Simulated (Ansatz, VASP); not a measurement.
**Si3N in VASP and in Ansatz**

```
Si N
1.0
     4.77663    0.03334    0.32544
    -1.64389    3.14555    0.06460
    -0.65274    0.55068    4.33017
Si N
3 1
Direct
  0.18096 0.33433 0.19127
  0.86166 0.58793 0.44658
  0.81765 0.95950 0.81870
  0.58433 0.61303 0.15171
```

Alike in both runs: functional PBE; k mesh 4 × 6 × 6; occupations gaussian, width 0.1 eV; no spin polarisation.

Ansatz relaxed the structure, and its values are those at the end. VASP's run is a single point on that final structure, the one shown.

|  | VASP | Ansatz |
| --- | --- | --- |
| version | VASP 6.6.1 | Ansatz 0.2.0 |
| potentials or method | VASP PAW PBE potentials, release 64 (Si, N) | scalar-relativistic, plane waves, PAW |
| plane-wave cutoff (eV) | 520 | 420 |
| valence electrons in the cell | 17 | 17 |

|  | VASP | Ansatz | Ansatz less VASP |
| --- | --- | --- | --- |
| gap on the k mesh at the Fermi level (eV) | none | none | - |
| pressure (GPa) | -0.1 | 0.0 | +0.11 |
| rms of the force components (eV/Å) | 0.005 | 0.004 | -0.0017 |

A gap of «none» marks a metal or a gap that the smearing closes. The functional is the same, so the differences come from potentials, cutoffs and numerics.

Caveats: the k mesh is coarse (spacing up to 0.37 Å⁻¹), so the values aren't converged.
